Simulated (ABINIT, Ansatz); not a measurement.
# CuI (Marshite): bands and cutoff in G0W0 with ABINIT

What does each rung of G0W0 on CuI (Marshite) cost, and what does it buy?

Program: ABINIT 10.8.3. Level of theory: PBE and many-body steps on it, plane waves. Results are calculated unless marked as measured.

The database entry behind the starting cell differs from later determinations by our own check (about 0.15 % long (mineral sample)), so it need not match the best structure at ambient conditions.

In doubt: a PseudoDojo file used here is known to give poor structures and forces, which bears on pressures, cells, forces and phonons.

## (1) The starting structure

Symmetry: F-43m, No. 216, cubic system. Conventional cell: a = 6.063 Å, b = 6.063 Å, c = 6.063 Å, α = 90.00°, β = 90.00°, γ = 90.00°. Nearest to Cu lie 4 I at 2.63 Å. Nearest to I lie 4 Cu at 2.63 Å. Farther neighbours and most contacts between anions are not listed.

The cell and positions come from the Crystallography Open Database and are kept as given unless a step says otherwise. Spin-orbit coupling is left out unless a step names it.

## (2) Empty states on the mesh, 4×4×4 mesh, 1033 bands

This step: ABINIT 10.8.3; DFT, PBE, plane waves, norm-conserving pseudopotentials.

The sums over transitions need many empty states on a uniform mesh; this step solves for them.

Input file run.abi:

```
acell 3*1.0 Angstrom
rprim 
  0.000000000000 3.031500000000 3.031500000000
  3.031500000000 -0.000000000000 3.031500000000
  3.031500000000 3.031500000000 0.000000000000
ntypat 2
znucl 29 53
natom 2
typat 1 2
xred 
  0.250000000000 0.250000000000 0.250000000000
  0.000000000000 0.000000000000 0.000000000000
pp_dirpath "pseudos"
pseudos "Cu.upf, I.upf"
ecut 42
ngkpt 4 4 4
nshiftk 1
shiftk 0 0 0
kptopt 1
chksymbreak 0
irdden 1
istwfk *1
nband 1033
prtvol 0
optdriver 6
gwr_task "HDIAGO"
paral_kgb 0
occopt 1
indata_prefix "in"
outdata_prefix "out"
tmpdata_prefix "tmp"
```

Run with:

```bash
> OMP_NUM_THREADS=1 mpirun -n 8 abinit run.abi > log
```

The program printed:

```text
.Version 10.8.3 of ABINIT. v10.8.2 released Aug 2026.

 Symmetries : space group F-4 3 m (#216); Bravais cF (face-center cubic)
[... echo of the input left out ...]
== DATASET  1 ==================================================================
-   mpi_nproc: 8, omp_nthreads: 1 (-1 if OMP is not activated)

--- !DatasetInfo
iteration_state: {dtset: 1, }
dimensions: {natom: 2, nkpt: 8, mband: 1033, nsppol: 1, nspinor: 1, nspden: 1, mpw: 4916, }
cutoff_energies: {ecut:  42.0, pawecutdg:  -1.0, }
[...]
Direct band gap semiconductor
 Fundamental gap:     1.093 (eV)
   VBM:     3.896 (eV) at k: [ 0.0000E+00,  0.0000E+00,  0.0000E+00]
   CBM:     4.989 (eV) at k: [ 0.0000E+00,  0.0000E+00,  0.0000E+00]
 Direct gap:         1.093 (eV) at k: [ 0.0000E+00,  0.0000E+00,  0.0000E+00]

== END DATASET(S) ==============================================================
================================================================================

 -outvars: echo values of variables after computation  --------
           etotal      0.0000000000E+00
            nband        1033
             nkpt           8
          spgroup         216
 [... the other variables as echoed above ...]

 Calculation completed.
```

The job ended after 97 s (8 MPI ranks of Arm Neoverse V1, shared host; peak memory 11 GiB; 13 min of CPU time).

This step gave:

```yaml
gap: 1.093 eV
k_of_the_valence_top: 0, 0, 0
k_of_the_conduction_bottom: 0, 0, 0
least_direct_gap: 1.093 eV
k_points_computed: 8
lowest_point_of_the_top_converged_band_above_the_valence_top: 387.5993 eV
```

On this mesh the gap is 1.093 eV.

The density comes from a self-consistent run that is not shown.

## (3) Screening, 4×4×4 mesh, 139 bands, screening to 152.4 eV

The RPA dielectric matrix is built and inverted for each q.

This step: RPA screening on PBE, plane waves, norm-conserving pseudopotentials.

Changes to run.abi since step 2:

```diff
@@ -20,10 +20,11 @@
 chksymbreak 0
-irdden 1
 istwfk *1
-nband 1033
-prtvol 0
-optdriver 6
-gwr_task "HDIAGO"
-paral_kgb 0
 occopt 1
+irdwfk 1
+optdriver 3
+nband 139
+ecuteps 5.6
+inclvkb 2
+awtr 1
+symchi 1
 indata_prefix "in"
```

The program printed:

```text
.Version 10.8.3 of ABINIT. v10.8.2 released Aug 2026.

 Symmetries : space group F-4 3 m (#216); Bravais cF (face-center cubic)
[... echo of the input left out ...]
== DATASET  1 ==================================================================
-   mpi_nproc: 8, omp_nthreads: 1 (-1 if OMP is not activated)

--- !DatasetInfo
iteration_state: {dtset: 1, }
dimensions: {natom: 2, nkpt: 8, mband: 139, nsppol: 1, nspinor: 1, nspden: 1, mpw: 4916, }
cutoff_energies: {ecut:  42.0, pawecutdg:  -1.0, }
electrons: {nelect:   2.60000000E+01, charge:   0.00000000E+00, occopt:   1.00000000E+00, tsmear:   1.00000000E-02, }

 SCREENING: Calculation of the susceptibility and dielectric matrices

 Based on a program developped by R.W. Godby, V. Olevano, G. Onida, and L. Reining.
 Incorporated in ABINIT by V. Olevano, G.-M. Rignanese, and M. Torrent.
.Using double precision arithmetic ; gwpc =  8

[... cell and pseudopotentials left out ...]
--------------------------------------------------------------------------------

 ==== K-mesh for the wavefunctions ====
 Number of points in the irreducible wedge :     8
[... list of points left out ...]
 Together with 24 symmetry operations and time-reversal symmetry
 yields    64 points in the full Brillouin Zone.

 ==== Q-mesh for the screening function ====
 Number of points in the irreducible wedge :     8
[... list of points left out ...]
 Together with 24 symmetry operations and time-reversal symmetry
 yields    64 points in the full Brillouin Zone.

 setmesh: FFT mesh size selected  =    32x   32x   32
          total number of points  =        32768

 vcoul_init : cutoff-mode = AUXILIARY_FUNCTION
 q-points for optical limit:   1
     1)      0.000010    0.000020    0.000030

- screening: taking advantage of time-reversal symmetry
- Maximum band index for partially occupied states nbvw = 13
- Remaining bands to be divided among processors   nbcw = 126
- Number of bands treated by each node ~15

 Number of electrons calculated from density =   26.0000; Expected =   26.0000
 average of density, n =  0.069147
 r_s =    1.5114
 omega_plasma =   25.3655 [eV]

 calculating chi0 at frequencies [eV] :
  1    0.000000E+00    0.000000E+00
  2    0.000000E+00    2.536545E+01

--------------------------------------------------------------------------------
  q-point number  1        q = ( 0.000000, 0.000000, 0.000000) [r.l.u.]
--------------------------------------------------------------------------------
[... chi0 elements left out ...]
 For q-point:  0.000010 0.000020 0.000030
  dielectric constant =  10.2258
  dielectric constant without local fields =  10.8961

  Average fulfillment of the sum rule on Im[epsilon] for q-point    1 :     55.88  [%]
[... wings left out ...]
  q-point number  2        q = ( 0.250000, 0.000000, 0.000000) [r.l.u.]
--------------------------------------------------------------------------------
[... chi0 elements left out ...]
  Average fulfillment of the sum rule on Im[epsilon] for q-point    2 :     64.20  [%]

 [... 6 further q-points ...]
```

Wall time 27 s (8 MPI ranks); peak memory 1.8 GiB.

This step gave:

```yaml
eps_infinity_with_local_fields_on_this_mesh_along_the_program_s_q_direction: 10.23
the_same_without_local_fields: 10.90
plasma_frequency: 25.37 eV
plane_waves_in_the_screening_matrix: 259
```

Local fields lower ε∞ by 6 %.

## (4) 139 bands, 152.4 eV

The self-energy is evaluated for the states that the input lists, and the levels follow from it, in one-shot runs by the linearised quasiparticle equation.

This step: G0W0 on PBE, plane waves, norm-conserving pseudopotentials.

Changes to run.abi since step 3:

```diff
@@ -23,8 +23,15 @@
 irdwfk 1
-optdriver 3
+optdriver 4
 nband 139
+gwcalctyp 0
+ecutsigx 42
+symsigma 1
+nkptgw 1
+kptgw 
+  0.0000000000 0.0000000000 0.0000000000
+bdgw 
+  11 17
 ecuteps 5.6
-inclvkb 2
-awtr 1
-symchi 1
+irdscr 1
+ppmodel 1
 indata_prefix "in"
```

The program printed:

```text
.Version 10.8.3 of ABINIT. v10.8.2 released Aug 2026.

 Symmetries : space group F-4 3 m (#216); Bravais cF (face-center cubic)
[... echo of the input left out ...]
== DATASET  1 ==================================================================
-   mpi_nproc: 8, omp_nthreads: 1 (-1 if OMP is not activated)

--- !DatasetInfo
iteration_state: {dtset: 1, }
dimensions: {natom: 2, nkpt: 8, mband: 139, nsppol: 1, nspinor: 1, nspden: 1, mpw: 4916, }
cutoff_energies: {ecut:  42.0, pawecutdg:  -1.0, }
electrons: {nelect:   2.60000000E+01, charge:   0.00000000E+00, occopt:   1.00000000E+00, tsmear:   1.00000000E-02, }

 SIGMA: Calculation of the GW corrections

 Based on a program developped by R.W. Godby, V. Olevano, G. Onida, and L. Reining.
 Incorporated in ABINIT by V. Olevano, G.-M. Rignanese, and M. Torrent.
.Using double precision arithmetic ; gwpc =  8

[... cell and pseudopotentials left out ...]
--------------------------------------------------------------------------------

 ==== K-mesh for the wavefunctions ====
 Number of points in the irreducible wedge :     8
[... list of points left out ...]
 Together with 24 symmetry operations and time-reversal symmetry
 yields    64 points in the full Brillouin Zone.

 ==== Q-mesh for screening function ====
 Number of points in the irreducible wedge :     8
[... list of points left out ...]
 Together with 24 symmetry operations and time-reversal symmetry
 yields    64 points in the full Brillouin Zone.

 vcoul_init : cutoff-mode = AUXILIARY_FUNCTION
 q-points for optical limit:   1
     1)      0.000010    0.000020    0.000030
 setmesh: FFT mesh size selected  =    48x   48x   48
          total number of points  =       110592

 Number of electrons calculated from density =   26.0000; Expected =   26.0000
 average of density, n =  0.069147
 r_s =    1.5114
 omega_plasma =   25.3655 [eV]

 === KS Band Gaps ===
  >>>> For spin  1
   Minimum direct gap =   1.0930 [eV], located at k-point      :   0.0000  0.0000  0.0000
   Fundamental gap    =   1.0930 [eV], Top of valence bands at :   0.0000  0.0000  0.0000
                                       Bottom of conduction at :   0.0000  0.0000  0.0000
 SIGMA fundamental parameters:
 PLASMON POLE MODEL  1
 number of plane-waves for SigmaX                 4909
 number of plane-waves for SigmaC and W            259
 number of plane-waves for wavefunctions          4909
 number of bands                                   139
 number of independent spin polarizations            1
 number of spinorial components                      1
 number of k-points in IBZ                           8
 number of q-points in IBZ                           8
 number of symmetry operations                      24
 number of k-points in BZ                           64
 number of q-points in BZ                           64
 number of frequencies for dSigma/dE                 9
 frequency step for dSigma/dE [eV]                0.25
 number of omega for Sigma on real axis              0
 max omega for Sigma on real axis  [eV]           0.00
 zcut for avoiding poles [eV]                     0.10

 EPSILON^-1 parameters (SCR file):
 dimension of the eps^-1 matrix on file            259
 dimension of the eps^-1 matrix used               259
 number of plane-waves for wavefunctions          4909
 number of bands                                   139
 number of q-points in IBZ                           8
 number of frequencies                               2
 number of real frequencies                          1
 number of imag frequencies                          1

 matrix elements of self-energy operator (all in [eV])

 Perturbative Calculation

--- !SelfEnergy_ee
iteration_state: {dtset: 1, }
kpoint     : [   0.000,    0.000,    0.000, ]
spin       : 1
KS_gap     :    1.093
QP_gap     :    1.598
Delta_QP_KS:    0.505
data: !SigmaeeData |
     Band     E0 <VxcDFT>   SigX SigC(E0)      Z dSigC/dE  Sig(E)    E-E0       E
       11   3.896 -24.676 -30.022   4.945   0.746  -0.340 -24.975  -0.299   3.597
       12   3.896 -24.676 -30.022   4.945   0.746  -0.340 -24.975  -0.299   3.597
       13   3.896 -24.676 -30.022   4.945   0.746  -0.340 -24.975  -0.299   3.597
       14   4.989  -9.943  -5.712  -3.977   0.811  -0.234  -9.737   0.206   5.195
       15   8.755  -9.970  -5.573  -4.134   0.808  -0.238  -9.758   0.211   8.967
       16   8.755  -9.970  -5.573  -4.134   0.808  -0.238  -9.758   0.211   8.967
       17   8.755  -9.970  -5.573  -4.134   0.808  -0.238  -9.758   0.211   8.967

== END DATASET(S) ==============================================================
================================================================================

 -outvars: echo values of variables after computation  --------
           etotal      0.0000000000E+00
            nband         139
             nkpt           8
          spgroup         216
 [... the other variables as echoed above ...]

 Calculation completed.
```

The job ended after 6.4 s (8 MPI ranks; peak memory 1.6 GiB; 50 s of CPU time).

This step gave:

```
G0W0 gap on the points computed              : 1.598 eV
starting gap on the mesh                     : 1.093 eV
k of the valence top                         : 0, 0, 0
k of the conduction bottom                   : 0, 0, 0
Z at the valence top                         : 0.746
Z at the conduction bottom                   : 0.811
least direct G0W0 gap on the computed points : 1.598 eV
```

The gap on the mesh goes from 1.09 eV to 1.60 eV, a correction of +0.51 eV.

## (5) Screening, 4×4×4 mesh, 425 bands, screening to 283 eV

This step: RPA screening on PBE, plane waves, norm-conserving pseudopotentials.

Changes to run.abi since step 4:

```diff
@@ -23,15 +23,8 @@
 irdwfk 1
-optdriver 4
-nband 139
-gwcalctyp 0
-ecutsigx 42
-symsigma 1
-nkptgw 1
-kptgw 
-  0.0000000000 0.0000000000 0.0000000000
-bdgw 
-  11 17
-ecuteps 5.6
-irdscr 1
-ppmodel 1
+optdriver 3
+nband 425
+ecuteps 10.4
+inclvkb 2
+awtr 1
+symchi 1
 indata_prefix "in"
```

The program printed:

```text
.Version 10.8.3 of ABINIT. v10.8.2 released Aug 2026.

 Symmetries : space group F-4 3 m (#216); Bravais cF (face-center cubic)
[... echo of the input left out ...]
== DATASET  1 ==================================================================
-   mpi_nproc: 8, omp_nthreads: 1 (-1 if OMP is not activated)

--- !DatasetInfo
iteration_state: {dtset: 1, }
dimensions: {natom: 2, nkpt: 8, mband: 425, nsppol: 1, nspinor: 1, nspden: 1, mpw: 4916, }
cutoff_energies: {ecut:  42.0, pawecutdg:  -1.0, }
electrons: {nelect:   2.60000000E+01, charge:   0.00000000E+00, occopt:   1.00000000E+00, tsmear:   1.00000000E-02, }

 SCREENING: Calculation of the susceptibility and dielectric matrices

 Based on a program developped by R.W. Godby, V. Olevano, G. Onida, and L. Reining.
 Incorporated in ABINIT by V. Olevano, G.-M. Rignanese, and M. Torrent.
.Using double precision arithmetic ; gwpc =  8

[... cell and pseudopotentials left out ...]
--------------------------------------------------------------------------------

 ==== K-mesh for the wavefunctions ====
 Number of points in the irreducible wedge :     8
[... list of points left out ...]
 Together with 24 symmetry operations and time-reversal symmetry
 yields    64 points in the full Brillouin Zone.

 ==== Q-mesh for the screening function ====
 Number of points in the irreducible wedge :     8
[... list of points left out ...]
 Together with 24 symmetry operations and time-reversal symmetry
 yields    64 points in the full Brillouin Zone.

 setmesh: FFT mesh size selected  =    36x   36x   36
          total number of points  =        46656

 vcoul_init : cutoff-mode = AUXILIARY_FUNCTION
 q-points for optical limit:   1
     1)      0.000010    0.000020    0.000030

- screening: taking advantage of time-reversal symmetry
- Maximum band index for partially occupied states nbvw = 13
- Remaining bands to be divided among processors   nbcw = 412
- Number of bands treated by each node ~51

 Number of electrons calculated from density =   26.0000; Expected =   26.0000
 average of density, n =  0.069147
 r_s =    1.5114
 omega_plasma =   25.3655 [eV]

 calculating chi0 at frequencies [eV] :
  1    0.000000E+00    0.000000E+00
  2    0.000000E+00    2.536545E+01

--------------------------------------------------------------------------------
  q-point number  1        q = ( 0.000000, 0.000000, 0.000000) [r.l.u.]
--------------------------------------------------------------------------------
[... chi0 elements left out ...]
 For q-point:  0.000010 0.000020 0.000030
  dielectric constant =  10.2149
  dielectric constant without local fields =  10.9047

  Average fulfillment of the sum rule on Im[epsilon] for q-point    1 :     83.51  [%]
[... wings left out ...]
  q-point number  2        q = ( 0.250000, 0.000000, 0.000000) [r.l.u.]
--------------------------------------------------------------------------------
[... chi0 elements left out ...]
  Average fulfillment of the sum rule on Im[epsilon] for q-point    2 :     90.29  [%]

 [... 6 further q-points ...]
```

It took 4 min on 8 MPI ranks; peak memory 4.2 GiB; 32 min of CPU time.

Numbers from this step:

| Item | Value |
| --- | --- |
| ε∞ with local fields, on this mesh, along the program's q direction | 10.21 |
| the same without local fields | 10.90 |
| plasma frequency | 25.37 eV |
| plane waves in the screening matrix | 609 |

[end of part 1 of 2]

[Paths, hosts, dates, memory and timing lines, banners, echoed tables and standing remarks are left out of the program output.]

[Logs are printed without paths, hosts, clocks, repeated set-up lines and the standing remarks that a program may print on its own settings, such as how far it seeks lower states.]

[Runs of the session that timed out or met a known fault of the program may be left out.]

[Hosts, paths, dates, database ids (printed as entryN), source tags and the programs' standing remarks are cut or masked in the printed files.]

[G0W0 gaps are taken among the corrected bands and points alone; a level outside them can change the order at an edge.]

[Where Ansatz stands beside ABINIT at settings called matched, ABINIT's density can come from a denser mesh and the files from another edition; pairs whose starting gaps differed by over 0.03 eV were left out, so agreement reads better than it is.]
